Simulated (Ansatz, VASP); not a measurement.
One calculation of Mo, two programs

Contents of INCAR:

```
SYSTEM = Mo
  PREC = Accurate
  ENCUT = 520
  EDIFF = 1E-6
  ISMEAR = 0
  SIGMA = 0.15
  LREAL = .False.
  LASPH = .True.
  NELM = 100
  ALGO = Normal
  ISIF = 2
  LWAVE = .False.
  LCHARG = .False.
  GGA = PS
  NBANDS = 13
```

File KPOINTS:

```
Automatic mesh
0
Gamma
  18 18 18
  0 0 0
```

Contents of POSCAR:

```
Mo
1.0
    2.8038981571      0.0000000000      0.0000000000
   -1.4019490786      2.4282470337      0.0000000000
    0.0000000000      0.0000000000      2.5551807000
Mo
1
Direct
    0.0000000000      0.0000000000      0.5000000000
```

Input for Ansatz:

```yaml
crystal:
  lattice:
    - [2.8038981571, 0.0, 0.0]
    - [-1.4019490786, 2.4282470337, 0.0]
    - [0.0, 0.0, 2.5551807]
  atoms:
    - { symbol: Mo, position: [0.0, 0.0, 0.5] }
basis:
  ecutwfc: 420
kpoints:
  mp_grid: { grid: [18, 18, 18] }
hamiltonian:
  xc: pbesol
scf:
  occupations: { method: gaussian, width: 0.15 }
output:
  forces: true
  stress: true
  eigenvalues: true
```

Change from the starting cell: strain +0.0250 x Voigt [1, 1, 0, 0, 0, 0], atoms carried along.

Alike in both runs: task single point; functional PBEsol; k mesh 18 × 18 × 18; occupations gaussian, width 0.15 eV; no spin polarisation.

|  | VASP | Ansatz |
| --- | --- | --- |
| version | VASP 6.6.1 | Ansatz 0.2.0 |
| potentials or method | VASP PAW PBE potentials, release 64 (Mo_sv) | scalar-relativistic, plane waves, PAW |
| plane-wave cutoff (eV) | 520 | 420 |
| valence electrons in the cell | 14 | 14 |

```csv
,VASP,Ansatz,Ansatz less VASP
gap on the k mesh at the Fermi level (eV),none,none,-
pressure (GPa),-12.8,-13.2,-0.40
largest component of the traceless stress (GPa),0.06,0.19,+0.130
```

A gap of «none» marks a metal or a gap that the smearing closes.

Caveats: the PAW data sets were made with another functional, which shifts forces and pressure a little (VASP).
